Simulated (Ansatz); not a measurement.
# RbBr: the band gap up the ladder of functionals

One table from this session's results is given with a row withheld; the runs are named, their logs left out.

Program: Ansatz 0.2.0. PAW datasets, plane waves. All values are calculated for a non-magnetic cell, which may be hypothetical.

**The system as given**

The cell was relaxed beforehand with r2SCAN.

The symmetry is F-43m (No. 216, cubic); conventional cell a = 7.739 Å, 57.94 Å³ an atom. Around Rb lie 4 Br at 3.35 Å; around Br lie 4 Rb at 3.35 Å.

The structure in full:

```
CELL_PARAMETERS angstrom
0.00000 3.86950 3.86950
3.86950 0.00000 3.86950
3.86950 3.86950 0.00000
ATOMIC_POSITIONS crystal
Rb 0.00000 0.00000 0.00000
Br 0.25000 0.25000 0.25000
```

Set-up of the first run:

Contents of input.yaml:

```yaml
crystal:
  lattice:
    - [0.0, 3.8694971258, 3.8694971258]
    - [3.8694971258, 0.0, 3.8694971258]
    - [3.8694971258, 3.8694971258, 0.0]
  atoms:
    - { symbol: Rb, position: [0.0, 0.0, 0.0] }
    - { symbol: Br, position: [0.25, 0.25, 0.25] }
kpoints:
  mp_grid: { grid: [6, 6, 6] }
  band_path:
    path:
      - [[0.0, 0.0, 0.0], [-0.5, -0.5, 3.418651999526e-17], [-0.375, -0.375, 0.25]]
      - [[-0.375, 3.495338259277e-17, 0.375], [0.0, 0.0, 0.0], [-1.17287079804e-16, -1.12685904219e-17, 0.5], [-0.5, -0.25, 0.25], [-0.5, -0.5, 3.418651999526e-17]]
    npoints: 10
hamiltonian:
  xc: pbe
scf:
  occupations: { method: fermi_dirac, width: 0.02 }
  n_extra_bands: 4
output:
  forces: true
  stress: true
  eigenvalues: true
```

Run with:

```sh
ansatz run input.yaml --threads 2 --pin off --max-ram 2211MiB --backend cpu --events-out ev --progress --plain --runs-dir out
```

Steps of the session up to this table: Band structure with PBE; r2SCAN; HSE06; PBE+SOC; PBE0 at the same geometry; LDA; One-shot GW from PBE; Quasiparticle levels, G0W0@PBE; DDH-PBE0 at the same geometry; HSE06+SOC at the same geometry; r2SCANh at the same geometry; Hartree-Fock at the same geometry.

One table of the session follows, with a row left open; its other results are not shown here.

```
                     level  gap (eV)
                       PBE      4.07
                    r2SCAN      4.65
                     HSE06      5.17
                   PBE+SOC      3.94
                      PBE0      5.90
                       LDA      3.81
G0W0@PBE (345 empty bands)      6.83
                  DDH-PBE0      7.75
                 HSE06+SOC         ?
                   r2SCANh      5.27
              Hartree-Fock     10.95
```

Estimate the missing values for HSE06+SOC.

As computed: gap (eV): 5.03. In the column «gap (eV)» it lies between r2SCAN (4.65) and HSE06 (5.17).

Meshes: PBE 6×6×6, r2SCAN 6×6×6, HSE06 4×4×4, PBE+SOC 6×6×6, PBE0 4×4×4, LDA 6×6×6, DDH-PBE0 4×4×4, HSE06+SOC 4×4×4, r2SCANh 4×4×4, Hartree-Fock 4×4×4

In words: LDA gives the least gap, 3.81 eV, and Hartree-Fock the largest, 10.95 eV. Against G0W0@PBE, PBE is short by 2.76 eV, at 60 % of it, and r2SCAN 68 %. PBE0 lies 0.73 eV above HSE06, which differs from it by screening the long-range exchange. Hartree-Fock lies above G0W0@PBE by 4.1 eV. G0W0 here is at a finite number of bands, screening cutoff and k mesh, not at the basis limit.

Limits of these values: Warnings in the runs' records: stress scf threshold loose, stress exchange threshold loose, xc potential rough in thin density, slots ram shed.
